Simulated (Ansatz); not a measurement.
# Pt: how the settings move a single-point run

How sensitive is a single-point run of Pt to its settings? A reference run comes first, then one run with altered input.

This is Pt in the hcp structure; at room conditions it is fcc.

Program: Ansatz 0.2.0. Level of theory: reference: DFT, PBE, PAW with Ansatz's default frozen-core files, scalar-relativistic. These are calculated values, not measurements.

1 further run of the same task is left out (it didn't finish).

## 1. The structure to begin with

It takes space group P6_3/mmc (No. 194, hexagonal). The conventional cell has a = 2.761 Å, b = 2.761 Å, c = 4.792 Å, α = 90.00°, β = 90.00°, γ = 120.00°. Around Pt (site symmetry -6m2) lie 12 Pt at 2.76 to 2.88 Å.

Structure file:

```xyz
2
Lattice="2.7607 0.0000 0.0000 -1.3803 2.3908 0.0000 0.0000 0.0000 4.7921" Properties=species:S:1:pos:R:3 pbc="T T T"
Pt    1.3803    0.7969    3.5941
Pt    0.0000    1.5939    1.1980
```

## 2. The reference run

input.yaml reads:

```yaml
crystal:
  lattice:
    - [2.7606656158, 0.0, 0.0]
    - [-1.3803328079, 2.3908065546, 0.0]
    - [0.0, 0.0, 4.792134]
  atoms:
    - { symbol: Pt, position: [0.6666666667, 0.3333333333, 0.75], spin: 0.6 }
    - { symbol: Pt, position: [0.3333333333, 0.6666666667, 0.25], spin: 0.6 }
magnetization:
  spin_polarized: true
kpoints:
  mp_grid: { grid: [12, 12, 6] }
scf:
  occupations: { method: fermi_dirac, width: 0.03 }
  lower_state_search: "off"
hamiltonian:
  xc: pbe
  pseudopotentials: { kind: paw }
output:
  forces: true
  stress: true
  eigenvalues: true
  populations: true
  dos: { projected: true, de: 0.1, e_range: [-8, 5] }
  write_density: true
  write_potential: true
  elf: true
  volumetric_format: npy
```

Started as:

```console
ansatz run input.yaml --threads 1 --pin off --max-ram 3072MiB --backend cpu --events-out ev --progress --plain --runs-dir out
```

From the output:

```text
[...]
Basis set: ecut = 420 eV, 623 PW (Γ), exchange–correlation on 40×40×72 points (8 copies of the dense FFT grid, shifted against one another)
[...]
Magnetic group: BNS 194.263 (UNI 1493), of the structure as read, at distance tolerance 3.2e-5 Å
k-points: 76 of 864
[...]
SCF iter   1: F=—  HF=-25046.561604 eV  |F-HF|=—  |Δ(HF+E_count)|=         —  Δρ=5.70e-2 (↑5.70e-2 ↓3.52e-2)  dr2=2.25e0  dr2_m=1.21e-1  M=0.611 μB ∫|m|=0.617 μB  β_m=0.30  ethr=3.10e-3  ⟨swp⟩=4.9  Hψ=13430  notcnv=0
preconditioner: auto → Kerker (q_TF=auto, 2.788 Å⁻¹)  [metal: Δε(μ)=0.002 eV  Ē_g=10.279 eV  σ=0.030 eV  W_gap=0.02  n_scr=10 (ndim 8)  ℏωp=29.5 eV  f_vac=0.000  D(μ)=3.78/eV (n_scr^D=42)]
[...]
SCF iter   2: F=—  HF=-25046.184945 eV  |F-HF|=—  |Δ(HF+E_count)|=   3.77e-1  Δρ=3.89e-2 (↑3.89e-2 ↓2.45e-2)  dr2=1.00e0  dr2_m=6.57e-2  M=0.579 μB ∫|m|=0.588 μB  β_m=0.30  ethr=3.10e-3  ⟨swp⟩=2.0  Hψ=5309  notcnv=0  defer=58
[...]
SCF iter  19: F=-25045.913266 eV  HF=-25045.913266 eV  |F-HF|=1.09e-11  |Δ(HF+E_count)|=   3.29e-9  Δρ=6.10e-7 (↑6.10e-7 ↓5.32e-7)  dr2=4.24e-11  dr2_m=5.36e-11  M=-0.000 μB ∫|m|=0.000 μB  β_m=1.00  ethr=2.08e-12  ⟨swp⟩=4.0  Hψ=17348  notcnv=0
SCF iter  20: F=-25045.913266 eV  HF=-25045.913266 eV  |F-HF|=1.46e-11  |Δ(HF+E_count)|=  1.46e-10  Δρ=6.62e-8 (↑6.62e-8 ↓5.76e-8)  dr2=4.90e-13  dr2_m=7.08e-13  M=-0.000 μB ∫|m|=0.000 μB  ethr=1.00e-12  ⟨swp⟩=3.8  Hψ=15279  notcnv=0
[...]
SCF converged after 20 iterations
Magnetization: -0.0000 μB (18.0000 up, 18.0000 down)
[...]
Free energy (F): -25045.913266 eV
[...]
E sigma→0 (E₀):  -25045.906353 eV
[...]
Fermi energy:    21.919038 eV
[...]
  P = ⅓ Tr σ = -0.8287 GPa (-8.287 kbar)
[...]
```

Wall time 17 s (1 thread of Arm Neoverse V1, shared host); peak memory 0.34 GiB.

## 3. Changing settings: starting moments

input.yaml reads:

```yaml
crystal:
  lattice:
    - [2.7606656158, 0.0, 0.0]
    - [-1.3803328079, 2.3908065546, 0.0]
    - [0.0, 0.0, 4.792134]
  atoms:
    - { symbol: Pt, position: [0.6666666667, 0.3333333333, 0.75], spin: 0.01 }
    - { symbol: Pt, position: [0.3333333333, 0.6666666667, 0.25], spin: 0.01 }
magnetization:
  spin_polarized: true
kpoints:
  mp_grid: { grid: [12, 12, 6] }
scf:
  occupations: { method: fermi_dirac, width: 0.03 }
  lower_state_search: "off"
hamiltonian:
  xc: pbe
  pseudopotentials: { kind: paw }
output:
  forces: true
  stress: true
  eigenvalues: true
```

Started as:

```console
ansatz run input.yaml --threads 1 --pin off --max-ram 3072MiB --backend cpu --events-out ev --progress --plain --runs-dir out
```

Log:

```text
Engine: ansatz 0.2.0
Pseudopotentials: kind: paw
Pseudopotential: Pt, paw, valence charge 18, recommended cutoff 420 eV (normal)
Functional definition: PBE
  parameter kappa = 0.804
  parameter beta = 0.06672455060314922
  exchange = pbe_x(kappa = kappa, mu = beta*pi^2/3)
  correlation = pbe_c(beta = beta)
Crystal: 2 atoms, lattice volume = 31.629 Å³
Basis set: ecut = 420 eV, 623 PW (Γ), exchange–correlation on 40×40×72 points (8 copies of the dense FFT grid, shifted against one another)
Bands: 23, of which v1, the nominal top of the filled ones, is band 18 counted from 1 (17 counted from 0)
Symmetry: 24 space group operations
Space group: P63/mmc (ITA 194), of the structure as read, at distance tolerance 3.2e-5 Å
Magnetic group: BNS 194.263 (UNI 1493), of the structure as read, at distance tolerance 3.2e-5 Å
k-points: 76 of 864
Non-local potential: Pt, projectors of the file, l = 0: 3, l = 1: 2, l = 2: 2, l = 3: 1
PAW form: soft (Blöchl's): semilocal exchange-correlation on the pseudo side does not see the compensation charge
PAW one-centre angular grid: Pt, 590 points (default); XC on 64 Gauss nodes
Initial density: superposition of atomic densities (chi_scale 0.1, normalization cell)
Starting moments: Σ|m| = 0.02 μB on 2 of 2 sites
Initial wavefunctions: pseudopotential atomic-orbital guess
Functional: x = pbe(κ = 0.804, μ = 0.2195149727645171), c = pbe(β = 0.06672455060314922)
SCF iter   1: F=—  HF=-25046.607066 eV  |F-HF|=—  |Δ(HF+E_count)|=         —  Δρ=4.36e-2 (↑4.36e-2 ↓4.32e-2)  dr2=2.27e0  dr2_m=3.04e-5  M=0.011 μB ∫|m|=0.011 μB  β_m=0.30  ethr=3.10e-3  ⟨swp⟩=4.9  Hψ=13434  notcnv=0
preconditioner: auto → Kerker (q_TF=auto, 2.788 Å⁻¹)  [metal: Δε(μ)=0.006 eV  Ē_g=10.285 eV  σ=0.030 eV  W_gap=0.05  n_scr=10 (ndim 8)  ℏωp=29.5 eV  f_vac=0.000  D(μ)=3.81/eV (n_scr^D=42)]
spin=Collinear: Kerker preconditioning applied to the charge; magnetization (m = ρ↑ − ρ↓) channel mixes plain (no charge-response kernel on spin).
SCF iter   2: F=—  HF=-25046.210207 eV  |F-HF|=—  |Δ(HF+E_count)|=   3.97e-1  Δρ=2.94e-2 (↑2.94e-2 ↓2.91e-2)  dr2=1.02e0  dr2_m=1.65e-5  M=0.011 μB ∫|m|=0.011 μB  β_m=0.30  ethr=3.10e-3  ⟨swp⟩=2.0  Hψ=5312  notcnv=0  defer=56
SCF iter   3: F=—  HF=-25045.901620 eV  |F-HF|=—  |Δ(HF+E_count)|=   3.09e-1  Δρ=7.05e-3 (↑6.87e-3 ↓7.05e-3)  dr2=2.35e-2  dr2_m=5.98e-6  M=0.011 μB ∫|m|=0.012 μB  β_m=0.30  ethr=2.82e-3  ⟨swp⟩=2.0  Hψ=5570  notcnv=0  defer=56
SCF iter   4: F=—  HF=-25045.908958 eV  |F-HF|=—  |Δ(HF+E_count)|=   7.34e-3  Δρ=4.48e-3 (↑4.38e-3 ↓4.48e-3)  dr2=1.01e-2  dr2_m=3.64e-6  M=0.011 μB ∫|m|=0.011 μB  β_m=0.30  ethr=6.53e-5  ⟨swp⟩=2.0  Hψ=5288  notcnv=0  defer=64
SCF iter   5: F=—  HF=-25045.912891 eV  |F-HF|=—  |Δ(HF+E_count)|=   3.93e-3  Δρ=6.50e-4 (↑6.50e-4 ↓6.41e-4)  dr2=1.64e-4  dr2_m=2.25e-6  M=0.011 μB ∫|m|=0.011 μB  β_m=0.30  ethr=2.80e-5  ⟨swp⟩=3.0  Hψ=5231  notcnv=0  defer=64
SCF iter   6: F=—  HF=-25045.913029 eV  |F-HF|=—  |Δ(HF+E_count)|=   1.38e-4  Δρ=5.04e-4 (↑5.04e-4 ↓4.69e-4)  dr2=1.01e-4  dr2_m=1.49e-6  M=0.010 μB ∫|m|=0.010 μB  β_m=0.30  ethr=4.54e-7  ⟨swp⟩=2.0  Hψ=4066  notcnv=0  defer=64
SCF iter   7: F=—  HF=-25045.913246 eV  |F-HF|=—  |Δ(HF+E_count)|=   2.17e-4  Δρ=1.70e-4 (↑1.61e-4 ↓1.70e-4)  dr2=5.77e-6  dr2_m=1.03e-6  M=0.010 μB ∫|m|=0.010 μB  β_m=0.30  ethr=2.80e-7  ⟨swp⟩=2.0  Hψ=6055  notcnv=0  defer=64
SCF iter   8: F=—  HF=-25045.913260 eV  |F-HF|=—  |Δ(HF+E_count)|=   1.38e-5  Δρ=8.66e-5 (↑8.63e-5 ↓8.66e-5)  dr2=1.65e-6  dr2_m=7.50e-7  M=0.010 μB ∫|m|=0.010 μB  β_m=0.30  ethr=1.60e-8  ⟨swp⟩=2.0  Hψ=4952  notcnv=0  defer=64
SCF iter   9: F=—  HF=-25045.913264 eV  |F-HF|=—  |Δ(HF+E_count)|=   4.87e-6  Δρ=5.25e-5 (↑4.97e-5 ↓5.25e-5)  dr2=2.66e-7  dr2_m=5.77e-7  M=0.009 μB ∫|m|=0.009 μB  β_m=0.30  ethr=4.57e-9  ⟨swp⟩=2.0  Hψ=5900  notcnv=0  defer=64
Mixer restart at iter 9: flushing history
spin-set hold released at iteration 9 (site moments contracting): the magnetisation degrees of freedom join the quasi-Newton model from the next iteration; the mixer history was flushed
SCF iter  10: F=—  HF=-25045.913265 eV  |F-HF|=—  |Δ(HF+E_count)|=   2.21e-7  Δρ=4.58e-5 (↑4.27e-5 ↓4.58e-5)  dr2=1.69e-7  dr2_m=4.63e-7  M=0.009 μB ∫|m|=0.009 μB  β_m=0.65  ethr=2.78e-10  ⟨swp⟩=4.9  Hψ=10639  notcnv=0
SCF iter  11: F=—  HF=-25045.913265 eV  |F-HF|=—  |Δ(HF+E_count)|=   5.56e-7  Δρ=2.44e-5 (↑2.30e-5 ↓2.44e-5)  dr2=6.66e-9  dr2_m=1.57e-7  M=0.007 μB ∫|m|=0.007 μB  β_m=0.82  ethr=2.78e-10  ⟨swp⟩=1.9  Hψ=11542  notcnv=0
SCF iter  12: F=—  HF=-25045.913265 eV  |F-HF|=—  |Δ(HF+E_count)|=   1.88e-7  Δρ=2.19e-5 (↑2.19e-5 ↓2.05e-5)  dr2=3.04e-9  dr2_m=1.29e-7  M=0.006 μB ∫|m|=0.006 μB  β_m=0.18  ethr=1.85e-11  ⟨swp⟩=3.2  Hψ=9795  notcnv=0
iter 13 did not close the SCF: its close was put off for a magnetic moment that had not settled (scf_convergence_deferred on its scf_iter line)
SCF iter  13: F=-25045.913266 eV  HF=-25045.913265 eV  |F-HF|=4.04e-8  |Δ(HF+E_count)|=   1.44e-7  Δρ=1.84e-5 (↑1.67e-5 ↓1.84e-5)  dr2=4.29e-9  dr2_m=8.62e-8  M=0.005 μB ∫|m|=0.005 μB  β_m=0.61  ethr=8.43e-12  ⟨swp⟩=3.1  Hψ=9857  notcnv=0
iter 14 did not close the SCF: its close was put off for a magnetic moment that had not settled (scf_convergence_deferred on its scf_iter line)
SCF iter  14: F=-25045.913266 eV  HF=-25045.913266 eV  |F-HF|=3.46e-9  |Δ(HF+E_count)|=   3.27e-7  Δρ=7.04e-6 (↑5.63e-6 ↓7.04e-6)  dr2=1.29e-8  dr2_m=7.45e-9  M=0.002 μB ∫|m|=0.002 μB  β_m=0.89  ethr=8.43e-12  ⟨swp⟩=1.3  Hψ=12859  notcnv=0
SCF iter  15: F=-25045.913266 eV  HF=-25045.913266 eV  |F-HF|=4.73e-11  |Δ(HF+E_count)|=   3.49e-8  Δρ=5.76e-7 (↑5.75e-7 ↓5.76e-7)  dr2=3.50e-10  dr2_m=9.60e-12  M=-0.000 μB ∫|m|=0.000 μB  ethr=8.43e-12  ⟨swp⟩=1.4  Hψ=12037  notcnv=0
WARN: the starting moments were not kept: the SCF closed with an absolute magnetisation of 5.3e-5 μB, where they sum to 0.02 μB in size (2 sites). That is at most 0.1 of that sum. Measured as dr2_m measures the in/out step, that magnetisation stands 7.6e-10 eV from none, at or under the dr2_threshold of 1.0e-7 eV: it is no larger than a step whose dr2_m would equal this threshold. The system may hold no moment; this SCF shows only that its start led to no more than that. To try another start: raise the starting moments (crystal.atoms[].spin, magnetization.per_species, magnetization.initial_magnetization, or on a non-collinear deck that types none of these the spinor_matrix: blocks that start its atoms; where the total moment is fixed, keep their sum and leave initial_magnetization as it is; typed ones take the place of any that the run laid by itself, positive ones on a crystal's lanthanoids without a Hubbard term where scf.initial_density.shell_occupations: [] is typed) or, if the notice of its spin-set hold's release reads "site moments contracting" or "site moments show no strong build", lengthen the hold (scf.mixing.spin_hold: { on: { confirm: 4 } }; for m-r²SCAN on two components see the key's manual first). Each may lead to a state that holds a moment. A second SCF, from the converged charge density, with the starting moments and any scf.initial_density.shell_occupations laid on it anew, would have followed, and was not run: the deck does not ask for one (magnetization.retry_lost_moments is false, the default). To let it run, set magnetization.retry_lost_moments: true and run the deck again, where that key's refused combinations let it; where memory then withholds it, that run's warning says so.
SCF 1 converged in 15 iterations: F = -25045.913266 eV  dr2 = 3.50e-10
SCF converged after 15 iterations
Magnetization: -0.0001 μB (18.0000 up, 18.0000 down)
Absolute magnetization: 0.0001 μB (∫|ρ↑−ρ↓|, with the PAW one-centre terms)
Spin contamination: 0.0000 ħ² per cell (⟨S²⟩ above its minimum at these occupations)
Per-site moments (μB) at R_I (Å): [(-2.6061986129805635e-5, 1.1387745665086855), (-2.6061986129764865e-5, 1.1387745665086855)]
Free energy (F): -25045.913266 eV
Harris-Foulkes:  -25045.913266 eV  (|F-HF|=4.73e-11)
Internal energy: -25045.899441 eV  (E = F + TS)
E sigma→0 (E₀):  -25045.906353 eV
Entropy (-TS):   -0.013825 eV (-6.913 meV/atom)
Fermi energy:    21.919036 eV
--- Per-component energies (eV) ---
  E_band       = -300.381079
  E_kinetic    = 1273.748459
  E_local      = -3054.057583  (includes V_loc(G=0)·N_el)
  E_nonlocal   = 399.764852
  E_hartree    = 1130.848416
  E_xc         = -522.977526
  E_vxc        = -604.892794  (∫ρ·V_xc dr)
  E_paw        = -18907.835679  (= ΣΔE_a)
  E_vpaw       = -576.641205  (= ΣTr[D̂ρ^β])
  E_aug_tail   = 0.000401  (compensation charges beyond the density's cutoff)
  E_ewald      = -5365.390779
  E_smearing   = -0.013825  (= −TS)
  E_closure    = 0.000000  (closes the sum)
  Σ components = -25045.913266   (vs F -25045.913266, Δ=0.00e0)
--- Forces (eV/Å), atoms counted from 1 ---
  atom   1  Pt     0.00000000     0.00000000    -0.00000000
  atom   2  Pt     0.00000000    -0.00000000     0.00000000
  max |Σ_I F_I| component: 2.78e-17 eV/Å
--- Stress (GPa, compression-positive) ---
       -0.782055       0.000000      -0.000000
       -0.000000      -0.782055      -0.000000
       -0.000000      -0.000000      -0.922039
  P = ⅓ Tr σ = -0.8287 GPa (-8.287 kbar)
--- Band table (eV; the first three rows and the last of 152) ---
  k-point 0 ↑: bands = ["-76.3658", "-76.3468", "-30.6489", "-30.4582", "-30.4582", "-30.4185", "-30.4185", "-30.3214", "12.2468", "14.8846", "17.9989", "18.5216", "18.5216", "18.8856", "18.8856", "20.1377", "20.1377", "21.2123", "21.7133", "21.7133", "26.6109", "37.0346", "37.6021"]
  k-point 1 ↑: bands = ["-76.3645", "-76.3481", "-30.6273", "-30.4555", "-30.4555", "-30.4211", "-30.4211", "-30.3438", "12.4819", "14.8457", "17.9432", "18.4908", "18.4908", "18.8194", "18.8194", "20.2286", "20.3058", "20.3058", "21.6632", "21.6632", "28.0399", "36.3899", "38.2864"]
  k-point 2 ↑: bands = ["-76.3611", "-76.3516", "-30.5682", "-30.4483", "-30.4483", "-30.4284", "-30.4284", "-30.4045", "13.1312", "14.6136", "17.8542", "18.4673", "18.4673", "18.6685", "18.6685", "18.7763", "20.7022", "20.7022", "21.4815", "21.4815", "30.8727", "35.6551", "37.8813"]
  k-point 75 ↓: bands = ["-76.3296", "-76.3296", "-30.7288", "-30.7288", "-30.7033", "-30.7033", "-30.4065", "-30.4065", "16.8720", "16.8720", "17.4648", "17.4648", "18.2937", "18.2937", "19.5409", "19.5409", "21.7634", "21.7634", "28.4920", "28.4920", "28.5323", "28.5323", "30.7167"]
```

Run time: 9.7 s. Hardware: 1 thread of Arm Neoverse V1, shared host; peak memory 0.34 GiB.

With the changed spin start the energy stays within 0.5 meV/atom: no moment survives, so both runs end on the same non-magnetic state.

## 4. All runs together

```csv
run,ending,energy change,pressure (GPa),gap (eV),force (eV/Å),cycles,time
reference,converged,0,-0.8,0.00,0.00,20,17 s
1: starting moments,converged,0.0 meV/atom,-0.8,0.00,0.00,15,9.7 s
```

Times don't compare one to one where runs were asked for different outputs or read a saved state (see the inputs); cycles may leave out searches for a lower state.

Residual by cycle in the longest SCF loop of each run; runs are numbered as in the table. The quantity is the density residual dr2, in eV.

```csv
cycle,reference,run 1
1,2.25,2.27
3,0.0229,0.0235
4,0.00982,0.0101
6,1.0e-4,1.0e-4
8,7.1e-6,1.7e-6
10,5.1e-6,1.7e-7
11,3.0e-6,6.7e-9
13,2.7e-5,4.3e-9
15,2.8e-7,3.5e-10
17,4.8e-9,-
18,7.5e-10,-
20,4.9e-13,-
```

**Reading.** With the changed spin start the energy stays within 0.5 meV/atom: no moment survives, so both runs end on the same non-magnetic state.
